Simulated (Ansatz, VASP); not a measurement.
## Zr in VASP and in Ansatz

The input INCAR:

```
SYSTEM = Zr
  PREC = Accurate
  ENCUT = 520
  EDIFF = 1E-6
  ISMEAR = -1
  SIGMA = 0.08
  LREAL = .FALSE.
  LASPH = .TRUE.
  NELM = 100
  ALGO = Normal
  ISIF = 2
  LWAVE = .FALSE.
  LCHARG = .FALSE.
  GGA = PE
  NBANDS = 19
```

The input KPOINTS:

```
Automatic mesh
0
G
  11 11 11
  0 0 0
```

The input POSCAR:

```
Zr
1.0
    0.0000000000      2.9638784902      2.9638784902
    2.9638784902      0.0000000000      2.9638784902
    2.9638784902      2.9638784902      0.0000000000
Zr
2
Direct
   -0.1250000000     -0.1250000000     -0.1250000000
    0.1250000000      0.1250000000      0.1250000000
```

Input for Ansatz:

```yaml
crystal:
  lattice:
    - [0.0, 2.9638784902, 2.9638784902]
    - [2.9638784902, 0.0, 2.9638784902]
    - [2.9638784902, 2.9638784902, 0.0]
  atoms:
    - { symbol: Zr, position: [-0.125, -0.125, -0.125] }
    - { symbol: Zr, position: [0.125, 0.125, 0.125] }
kpoints:
  mp_grid: { grid: [11, 11, 11] }
  band_path:
    path:
      - [0.0, 0.0, 0.0]
      - [0.5, 0.0, 0.5]
      - [0.625, 0.25, 0.625]
      - [0.375, 0.375, 0.75]
      - [0.0, 0.0, 0.0]
      - [0.5, 0.5, 0.5]
      - [0.5, 0.25, 0.75]
      - [0.5, 0.0, 0.5]
    npoints: 8
scf:
  occupations: { method: fermi_dirac, width: 0.08 }
hamiltonian:
  xc: pbe
  pseudopotentials: { kind: all_electron, lapw: { basis_error: 0.001 } }
output:
  forces: true
  stress: true
  eigenvalues: true
  populations: true
  dos: { projected: true, de: 0.2, e_range: [-14, 8] }
```

Change from the starting cell: volume scaled by 0.84, LAPW.

Alike in both runs: task single point; functional PBE; k mesh 11 × 11 × 11; occupations fermi-dirac, width 0.08 eV; no spin polarisation.

|  | VASP | Ansatz |
| --- | --- | --- |
| version | VASP 6.6.1 | Ansatz 0.2.0 |
| potentials or method | VASP PAW PBE potentials, release 64 (Zr_sv) | all-electron LAPW, scalar-relativistic |
| plane-wave cutoff (eV) | 520 | see its input |

```csv
,VASP,Ansatz,Ansatz less VASP
pressure (GPa),8.2,7.9,-0.22
```

Ansatz ran all-electron here, so the differences hold the error of VASP's frozen core and of both bases.
